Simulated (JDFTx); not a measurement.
ZnS:

```xyz
2
Lattice="0.0000 2.7020 2.7020 2.7020 0.0000 2.7020 2.7020 2.7020 0.0000" Properties=species:S:1:pos:R:3 pbc="T T T"
Zn    4.0530    4.0530    4.0530
S     0.0000    0.0000    0.0000
```

Base run:

```yaml
Program: JDFTx 1.7.0 (patched build)
Functional: TASK
Potentials_or_basis: SG15-PBE-1.2
Cutoff: 1088 eV
Density_cutoff: 8708 eV
k_mesh: 6 × 6 × 6
Occupations: fermi-dirac, width 0.05 eV
Spin: no spin polarisation
```

Its results: band gap on the k mesh 3.67 eV, direct; pressure 7.6 GPa.

**Question.** The run is repeated on the same cell with these changes: functional from TASK to r2SCAN. What comes out?

**Answer.** Band gap on the k mesh 2.62 eV, direct; pressure 0.0 GPa.

Caveats: the potentials were made for another functional, which shifts forces and pressure.

A k mesh can miss the band edges.

Not every run made on this cell is shown here.
